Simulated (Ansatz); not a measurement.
# Al2Cu: one contact scaled

The task here is to estimate one member of a computed series from the others.

Computed with Ansatz 0.2.0 (DFT r²SCAN, with the methods named in each step, unless a step's input says otherwise).

3 further runs of the same task are left out: 3 that didn't finish.

## The structure to begin with

Symmetry: I4/mmm, No. 139, tetragonal system. The conventional cell has a = 4.061 Å, b = 4.061 Å, c = 5.702 Å, α = 90.00°, β = 90.00°, γ = 90.00°. Around Al (site symmetry -4m2) lie 4 Cu at 2.48 Å and 6 Al at 2.85 to 2.87 Å. Around Cu (site symmetry 4/mmm) lie 8 Al at 2.48 Å.

As a file:

```cif
data_structure
_symmetry_space_group_name_H-M 'I4/mmm'
_symmetry_Int_Tables_number 139
_cell_length_a 4.0607
_cell_length_b 4.0607
_cell_length_c 5.7022
_cell_angle_alpha 90.000
_cell_angle_beta 90.000
_cell_angle_gamma 90.000
_cell_volume 94.02
loop_
_atom_site_label
_atom_site_type_symbol
_atom_site_symmetry_multiplicity
_atom_site_Wyckoff_symbol
_atom_site_fract_x
_atom_site_fract_y
_atom_site_fract_z
_atom_site_occupancy
Al1 Al 4 d 0.00000 0.50000 0.25000 1
Cu1 Cu 2 b 0.00000 0.00000 0.50000 1
```

The file gives the conventional cell by its symmetry; the runs use the cell typed in the input.

Atoms are numbered in the order of the input: Al1, Al2, Cu3.

Set-up of the first run:

File input.yaml:

```yaml
crystal:
  lattice:
    - [-2.0303375, 2.0303375, 2.851094]
    - [2.0303375, -2.0303375, 2.851094]
    - [2.0303375, 2.0303375, -2.851094]
  atoms:
    - { symbol: Al, position: [0.75, 0.25, 0.5] }
    - { symbol: Al, position: [0.25, 0.75, 0.5] }
    - { symbol: Cu, position: [0.5, 0.5, 0.0] }
kpoints:
  mp_grid: { grid: [10, 10, 10] }
scf:
  occupations: { method: fermi_dirac, width: 0.05 }
hamiltonian:
  xc: r2scan
  pseudopotentials: { kind: paw }
output:
  forces: true
  stress: true
  eigenvalues: true
  efg: { contact_densities: true }
  populations: true
```

Started as:

```
> ansatz run input.yaml --threads 1 --pin off --max-ram 3072MiB --backend cpu --events-out ev --progress --plain --runs-dir out
```

Steps of the session up to this table: Shortest bond scaled by 1, PAW; Shortest bond scaled by 0.94, PAW; Shortest bond scaled by 0.88, PAW; Shortest bond scaled by 0.76, PAW; Shortest bond scaled by 0.58, PAW; Shortest bond scaled by 0.58, PAW (level accurate).

One of the session's tables, all rows but one given; the rest of the session is left out.

| method | length (Å) | F from the given length (eV/cell) | force along the bond (eV/Å) | pressure (GPa) | largest force (eV/Å) |
| --- | --- | --- | --- | --- | --- |
| PAW | 1.439 | 10.291 | 37.318 | 63.60 | 37.432 |
| PAW | 1.885 | 1.767 | 8.161 | 14.51 | 8.165 |
| PAW | 2.183 | 0.315 | 2.433 | 3.20 | 2.485 |
| PAW | 2.332 | ? | ? | ? | ? |
| PAW | 2.481 | 0.000 | 0.000 | 0.34 | 0.000 |
| PAW (level accurate) | 1.439 | – | 38.760 | 66.17 | 38.865 |

Q: Estimate the row for PAW, 2.332 from the others.

The run gave: F from the given length (eV/cell): 0.068; force along the bond (eV/Å): 0.979; pressure (GPa): 0.99; largest force (eV/Å): 1.021.
